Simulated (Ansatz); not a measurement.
The system is Ti.

```
Ti
1.0
     2.95000    0.00000    0.00000
    -1.47500    2.55477    0.00000
     0.00000    0.00000    4.68000
Ti
2
Cartesian
  1.4750 0.8516 3.5100
  0.0000 1.7032 1.1700
```

```yaml
Program: Ansatz 0.2.0
Task: relaxation of cell and atoms
Functional: PBE
Dispersion: D4
Potentials_or_basis: Ansatz PAW
Cutoff: "420 eV (not typed: the program's choice for these potentials)"
k_mesh: 10 × 10 × 6
Occupations: fermi-dirac, width 0.05 eV
Spin: no spin polarisation
```

At the start: volume 17.64 Å³/atom.

Problem. How do energy, volume and symmetry change on relaxing?

Solution. It ends after 5 steps and the volume is 17.11 Å³/atom (-3.0 %); space group P6_3/mmc (No. 194, to 0.05 Å).

Step by step:
```
step  energy change (eV)  largest force (eV/Å)  volume (Å³)
   1              0.0000                0.0000        35.27
   2             -0.0110                0.0000        34.27
   3             -0.0111                0.0000        34.22
   4             -0.0111                0.0000        34.22
   5             -0.0110                0.0000        34.22
```

Final structure:
```
Ti
1.0
     2.92446    0.00000    0.00000
    -1.46223    2.53266    0.00000
     0.00000    0.00000    4.62020
Ti
2
Direct
  0.66667 0.33333 0.75000
  0.33333 0.66667 0.25000
```

Caveat: the plane-wave basis is chosen anew once the cell has moved, so the energies of steps on either side of that aren't comparable.
